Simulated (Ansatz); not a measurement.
# Si2Mo (P6_222) in Ansatz: notebook, part 2 of 2

Ansatz 0.2.0. The steps go on from the part before.

## 3. Relaxation of cell and atoms, RPBE+D4

input.yaml reads:

```yaml
crystal:
  lattice:
    - [4.5854715599, 0.0, 0.0]
    - [-2.29273578, 3.9711348592, 0.0]
    - [0.0, 0.0, 6.5797601]
  atoms:
    - { symbol: Mo, position: [0.5, 0.5, 0.8333333333] }
    - { symbol: Mo, position: [0.0, 0.5, 0.1666666667] }
    - { symbol: Mo, position: [0.5, 0.0, 0.5] }
    - { symbol: Si, position: [0.16387298, 0.32774596, 0.5] }
    - { symbol: Si, position: [0.67225404, 0.83612702, 0.1666666667] }
    - { symbol: Si, position: [0.83612702, 0.16387298, 0.8333333333] }
    - { symbol: Si, position: [0.83612702, 0.67225404, 0.5] }
    - { symbol: Si, position: [0.32774596, 0.16387298, 0.1666666667] }
    - { symbol: Si, position: [0.16387298, 0.83612702, 0.8333333333] }
hamiltonian:
  xc: rpbe
  pseudopotentials: { kind: paw }
  dispersion: d4
kpoints:
  mp_grid: { grid: [7, 7, 4] }
scf:
  occupations: { method: fermi_dirac, width: 0.05 }
output:
  forces: true
  stress: true
  eigenvalues: true
relax:
  f_tol: 0.01
  max_steps: 40
  cell: { stress_tol: 0.05 }
```

Potentials or basis: Ansatz PAW.

Command:

```bash
$ ansatz run input.yaml --threads 4 --pin off --max-ram 11264MiB --backend cpu --events-out ev --progress --plain --runs-dir out
```

Run time: 21 s. Hardware: 4 threads of Arm Neoverse V1, shared host; peak memory 0.47 GiB.

It converged, with:

```yaml
Free_energy: -18736.3683 eV
Relaxed_volume: 12.93 Å³/atom
Relaxed_cell: a = 4.539 Å, b = 4.539 Å, c = 6.524 Å, α = 90.00°, β = 90.00°, γ = 120.00°
Space_group_after_relaxing_to_0.05_Å: P6_222 (No. 180)
Energy_gained_by_relaxing: 7.6 meV/atom
Ionic_steps: 5
Pressure_after_relaxing: 0.0 GPa
Band_gap_on_the_k_mesh: 0.27 eV, indirect (least direct gap 0.68 eV)
```

Step by step:
| step | energy change (eV) | largest force (eV/Å) | volume (Å³) |
| --- | --- | --- | --- |
| 1 | 0.0000 | 0.0096 | 119.81 |
| 2 | -0.0639 | 0.0556 | 115.48 |
| 3 | -0.0694 | 0.0070 | 116.45 |
| 4 | -0.0694 | 0.0016 | 116.40 |
| 5 | -0.0685 | 0.0017 | 116.40 |

Final structure:
```
CELL_PARAMETERS angstrom
4.53891 0.00000 0.00000
-2.26946 3.93082 0.00000
0.00000 0.00000 6.52419
ATOMIC_POSITIONS crystal
Mo 0.50000 0.50000 0.83333
Mo 0.00000 0.50000 0.16667
Mo 0.50000 0.00000 0.50000
Si 0.16392 0.32783 0.50000
Si 0.67217 0.83608 0.16667
Si 0.83608 0.16392 0.83333
Si 0.83608 0.67217 0.50000
Si 0.32783 0.16392 0.16667
Si 0.16392 0.83608 0.83333
```

Levels at points of the mesh, in eV from the valence-band top:
```csv
k point,band 29,band 30,band 31,band 32,band 33,band 34,band 35,band 36,band 37,band 38
"(0.00, 0.00, 0.00)",-2.98,-2.98,-2.68,-2.02,-0.77,2.20,2.56,2.56,2.68,2.81
"(0.00, 0.00, -0.50)",-2.25,-2.25,-2.00,-0.67,-0.67,2.08,2.51,2.57,2.57,2.73
```

Caveat: odd divisions of the mesh miss points on the zone boundary, where band edges often lie, so the gap on the mesh can be too wide; the plane-wave basis is chosen anew once the cell has moved, so the energies of steps on either side of that aren't comparable; the PAW data sets come from PBE, with cores solved anew for the run's functional, which leaves a small shift of forces and pressure.

## 4. Relaxation of cell and atoms, RPBE+D3(BJ)

Edit input.yaml of step 3 so:

```diff
@@ -18,3 +18,3 @@
   pseudopotentials: { kind: paw }
-  dispersion: d4
+  dispersion: d3bj
 kpoints:
```

Command:

```bash
$ ansatz run input.yaml --threads 4 --pin off --max-ram 11264MiB --backend cpu --events-out ev --progress --plain --runs-dir out
```

Run time: 18 s. Hardware: 4 threads of Arm Neoverse V1, shared host; peak memory 0.41 GiB.

It converged, with:

```yaml
Free_energy: -18754.4917 eV
Relaxed_volume: 11.63 Å³/atom
Relaxed_cell: a = 4.376 Å, b = 4.376 Å, c = 6.313 Å, α = 90.00°, β = 90.00°, γ = 120.00°
Space_group_after_relaxing_to_0.05_Å: P6_222 (No. 180)
Energy_gained_by_relaxing: 187.0 meV/atom
Ionic_steps: 5
Pressure_after_relaxing: 0.0 GPa
Band_gap_on_the_k_mesh: 0.24 eV, indirect (least direct gap 0.80 eV)
```

The path:
```
step  energy change (eV)  largest force (eV/Å)  volume (Å³)
   1              0.0000                0.0106       119.81
   2             -1.6718                0.2414       103.75
   3             -1.6861                0.0127       104.93
   4             -1.6866                0.0011       104.70
   5             -1.6830                0.0010       104.70
```

Final structure:
```
CELL_PARAMETERS angstrom
4.37613 0.00000 0.00000
-2.18806 3.78984 0.00000
0.00000 0.00000 6.31304
ATOMIC_POSITIONS crystal
Mo 0.50000 0.50000 0.83333
Mo 0.00000 0.50000 0.16667
Mo 0.50000 0.00000 0.50000
Si 0.16371 0.32743 0.50000
Si 0.67257 0.83629 0.16667
Si 0.83629 0.16371 0.83333
Si 0.83629 0.67257 0.50000
Si 0.32743 0.16371 0.16667
Si 0.16371 0.83629 0.83333
```

Levels at points of the mesh, in eV from the valence-band top:
```tsv
k point	band 30	band 31	band 32	band 33	band 34	band 35	band 36	band 37
(0.00, 0.00, 0.00)	-3.20	-2.81	-2.05	-0.98	2.54	2.88	2.91	2.91
(0.00, 0.00, -0.50)	-2.32	-1.99	-0.83	-0.83	2.53	2.66	2.80	2.80
```

Caveat: odd divisions of the mesh miss points on the zone boundary, where band edges often lie, so the gap on the mesh can be too wide; the plane-wave basis is chosen anew once the cell has moved, so the energies of steps on either side of that aren't comparable; the PAW data sets come from PBE, with cores solved anew for the run's functional, which leaves a small shift of forces and pressure. A k mesh can miss the band edges.

## 5. Relaxation of cell and atoms, revPBE+D4

Edit input.yaml of step 4 so:

```diff
@@ -16,5 +16,5 @@
 hamiltonian:
-  xc: rpbe
+  xc: revpbe
   pseudopotentials: { kind: paw }
-  dispersion: d3bj
+  dispersion: d4
 kpoints:
```

Command:

```bash
$ ansatz run input.yaml --threads 4 --pin off --max-ram 11264MiB --backend cpu --events-out ev --progress --plain --runs-dir out
```

It took 18 s on 4 threads of Arm Neoverse V1, shared host; peak memory 0.47 GiB.

It converged, with:

- Free energy: -18723.8733 eV
- Relaxed volume: 12.97 Å³/atom
- Relaxed cell: a = 4.543 Å, b = 4.543 Å, c = 6.529 Å, α = 90.00°, β = 90.00°, γ = 120.00°
- Space group after relaxing (to 0.05 Å): P6_222 (No. 180)
- Energy gained by relaxing: 6.3 meV/atom
- Ionic steps: 5
- Pressure after relaxing: 0.0 GPa
- Band gap on the k mesh: 0.27 eV, indirect (least direct gap 0.68 eV)

The path:
```tsv
step	energy change (eV)	largest force (eV/Å)	volume (Å³)
1	0.0000	0.0182	119.81
2	-0.0526	0.0501	115.87
3	-0.0571	0.0064	116.75
4	-0.0572	0.0016	116.71
5	-0.0564	0.0016	116.71
```

Final structure:
```cif
data_structure
_symmetry_space_group_name_H-M 'P 1'
_symmetry_Int_Tables_number 1
_cell_length_a 4.5432
_cell_length_b 4.5432
_cell_length_c 6.5293
_cell_angle_alpha 90.000
_cell_angle_beta 90.000
_cell_angle_gamma 120.000
_cell_volume 116.71
loop_
_atom_site_label
_atom_site_type_symbol
_atom_site_fract_x
_atom_site_fract_y
_atom_site_fract_z
_atom_site_occupancy
Mo1 Mo 0.50000 0.50000 0.83333 1
Mo2 Mo 0.00000 0.50000 0.16667 1
Mo3 Mo 0.50000 0.00000 0.50000 1
Si1 Si 0.16397 0.32795 0.50000 1
Si2 Si 0.67205 0.83603 0.16667 1
Si3 Si 0.83603 0.16397 0.83333 1
Si4 Si 0.83603 0.67205 0.50000 1
Si5 Si 0.32795 0.16397 0.16667 1
Si6 Si 0.16397 0.83603 0.83333 1
```

Levels at points of the mesh, in eV from the valence-band top:
| k point | band 30 | band 31 | band 32 | band 33 | band 34 | band 35 | band 36 | band 37 |
| --- | --- | --- | --- | --- | --- | --- | --- | --- |
| (0.00, 0.00, 0.00) | -2.98 | -2.68 | -2.02 | -0.77 | 2.19 | 2.55 | 2.55 | 2.67 |
| (0.00, 0.00, -0.50) | -2.24 | -2.00 | -0.67 | -0.67 | 2.07 | 2.50 | 2.55 | 2.55 |

Caveat: odd divisions of the mesh miss points on the zone boundary, where band edges often lie, so the gap on the mesh can be too wide; the plane-wave basis is chosen anew once the cell has moved, so the energies of steps on either side of that aren't comparable; the PAW data sets come from PBE, with cores solved anew for the run's functional, which leaves a small shift of forces and pressure. A k mesh can miss the band edges.

## 6. Summary

| level | k mesh | gap on the mesh (eV) | pressure (GPa) | relaxed volume (Å³/atom) |
| --- | --- | --- | --- | --- |
| revPBE | 5 × 5 × 3 | 0.60 | 0.0 | 13.66 |
| RPBE+D4 | 7 × 7 × 4 | 0.27 | 0.0 | 12.93 |
| RPBE+D3(BJ) | 7 × 7 × 4 | 0.24 | 0.0 | 11.63 |
| revPBE+D4 | 7 × 7 × 4 | 0.27 | 0.0 | 12.97 |

Alike in all rows: task relaxation of cell and atoms; potentials or basis Ansatz PAW; no spin polarisation; cell relaxed; cutoff (eV) 420; smearing fermi-dirac 0.05 eV.

Caveats: odd divisions of the mesh miss points on the zone boundary, where band edges often lie, so the gap on the mesh can be too wide; the plane-wave basis is chosen anew once the cell has moved, so the energies of steps on either side of that aren't comparable; the PAW data sets come from PBE, with cores solved anew for the run's functional, which leaves a small shift of forces and pressure.

Total energies depend on the potentials used, so only differences within one code and one set of settings carry meaning.
